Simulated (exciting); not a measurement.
**Tb under changes of volume**

One of the cells (32.482 Å³/atom); the others are scaled copies at fixed shape and fractional positions:

```xyz
1
Lattice="-2.0100 2.0100 2.0100 2.0100 -2.0100 2.0100 2.0100 2.0100 -2.0100" Properties=species:S:1:pos:R:3 pbc="T T T"
Tb    0.0000    0.0000    0.0000
```

This isn't the form of Tb at room conditions, which is hcp.

| Quantity | Value |
| --- | --- |
| Program | exciting (release sodium) |
| Functional | PBE |
| Potentials or basis | all-electron LAPW+lo, shipped species files, valence relativity iora* |
| rgkmax | 9.5 |
| k mesh | 9 × 9 × 9 |
| Occupations | fermi-dirac, width 0.05 eV |
| Spin | collinear spin, ferromagnetic start |

```csv
volume (Å³/atom),energy over the lowest point (meV/atom),moment (μB per cell)
30.533,8.48,5.82
31.183,?,?
31.833,1.83,5.81
32.482,0.00,5.80
33.132,2.31,5.79
33.782,6.10,5.78
34.431,11.08,5.78
```

Task: What does the run at 31.183 Å³/atom give?

Result: Energy over the lowest point 3.43 meV/atom; moment 5.82 μB per cell.

Worked out: A Birch-Murnaghan fit of order 3 (a polynomial in V^(-2/3)) to the other rows has its minimum at 32.34 Å³/atom with B0 = V·E''(V) = 25 GPa (rough, since the energies scatter). It gives 3.94 meV/atom at 31.183 Å³/atom, against the run's 3.43. A straight line through the other rows of the moment, of slope -0.0114 μB per Å³/atom, gives 5.81 μB, against the run's 5.82.

Energies are extrapolated to zero smearing.

Caveats: the magnetic or orbital state may not be the lowest; the free energy is that total less TS from the occupations.
